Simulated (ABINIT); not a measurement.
Runs of ABINIT 10.8.3 (patched build) on AlN. It takes space group F-43m (No. 216, cubic). The conventional cell has a = 4.368 Å, b = 4.368 Å, c = 4.368 Å, α = 90.00°, β = 90.00°, γ = 90.00°. Al (site symmetry -43m) is surrounded by 4 N at 1.89 Å. N (site symmetry -43m) is surrounded by 4 Al at 1.89 Å. Measurements of this composition are mostly on another form, of space group No. 186.

```csv
task,level,potentials or basis,cell,k mesh,cutoff (eV),smearing,cell freedom (optcell),optimiser (ionmov),cutoff smearing ecutsm (Ha),force stop (Ha/bohr),stop of the response cycle (tolvrs),mesh quality,gap on the mesh (eV),pressure (GPa),relaxed volume (Å³/atom)
single point,PBE,PseudoDojo NC SR PBE v0.4 stringent,as given,8 × 8 × 8,980,fermi-dirac 0.05 eV,-,-,-,-,-,not flagged,(b),(a),-
relaxation of cell and atoms,LDA,PseudoDojo NC SR LDA v0.4.1 standard,relaxed,8 × 8 × 8,980,fermi-dirac 0.05 eV,2,22,0.5,2e-05,-,not flagged,3.27,0.0,10.17
single point,LDA,PseudoDojo NC SR LDA v0.4.1 standard,as given,8 × 8 × 8,1143,fermi-dirac 0.05 eV,-,-,-,-,-,not flagged,3.26,-4.8,-
relaxation of cell and atoms,LDA,PseudoDojo NC SR LDA v0.4.1 standard,relaxed,8 × 8 × 8,1143,fermi-dirac 0.05 eV,2,2,0.5,2e-05,-,not flagged,3.27,0.0,10.17
dielectric tensor,PBE,PseudoDojo NC SR PBE v0.4.1 standard,as given,"4 × 4 × 4, with 4 shifts",1143,fixed,-,-,-,-,1e-08,coarse,-,4.5,-
```

Alike in all rows: no spin polarisation.

**Question.** Fill in the values left out.

**Answer.** (a) 4.1; (b) 3.32.

Caveats: some runs use coarse meshes; the cell is more than 3 GPa from zero pressure, which shifts response properties (some runs).

A k mesh can miss the band edges.

Not every run made on this cell is shown here.
